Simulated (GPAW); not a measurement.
Write an ASE script for GPAW 26.7.0 that does the following.

| Item | Value |
| --- | --- |
| Task | single point |
| Functional | PBE |
| Potentials or basis | GPAW PAW data sets (gpaw-data 1.2.1) |
| Cutoff | 600 eV |
| Basis | pw |
| k mesh | 7 × 7 × 7 |
| Occupations | gaussian, width 0.022 eV |
| Spin | no spin polarisation |
| Maxiter | 150 |

The structure of SnTe lies in POSCAR:

```
SnTe
1.0
    0.0000000000      3.1508500000      3.1508500000
    3.1508500000      0.0000000000      3.1508500000
    3.1508500000      3.1508500000      0.0000000000
Te Sn
1 1
Direct
    0.5000000000      0.5000000000      0.5000000000
    0.0000000000      0.0000000000      0.0000000000
```

These files were run (other wordings do the same):

run.py

```python
from ase.dft.bandgap import bandgap
from ase.io import read, write
from ase.units import GPa
from gpaw import GPAW, PW

atoms = read('POSCAR')

calc = GPAW(mode=PW(600),
            xc='PBE',
            kpts={'size': (7, 7, 7), 'gamma': True},
            occupations={'name': 'methfessel-paxton', 'order': 0, 'width': 0.022},
            nbands=19,
            convergence={'density': 1e-05, 'energy': 1e-05},
            maxiter=150,
            txt='gpaw.txt')
atoms.calc = calc
energy = atoms.get_potential_energy()
forces = atoms.get_forces()
stress = atoms.get_stress()
calc.write('gs.gpw')
write('result.traj', atoms)
print(f'Energy: {energy:.6f} eV')
print('Forces (eV/A):')
print(forces.round(4))
print('Stress (GPa):', (stress / GPa).round(3))
print('Fermi level:', round(calc.get_fermi_level(), 4), 'eV')
print(f'Gap: {bandgap(calc)[0]:.4f} eV, direct: {bandgap(calc, direct=True)[0]:.4f} eV')
```

Potentials or basis: GPAW PAW data sets (gpaw-data 1.2.1), pw.

Run with:

```sh
$ OMP_NUM_THREADS=1 python run.py
```

It gave:

- Pressure: 1.9 GPa

Caveat: this odd mesh misses L, where the gap lies, so gap, dielectric constants and Born charges aren't listed.

Wall time 17 s on 1 thread of Arm Neoverse V1 (shared host), peak memory 0.17 GiB.
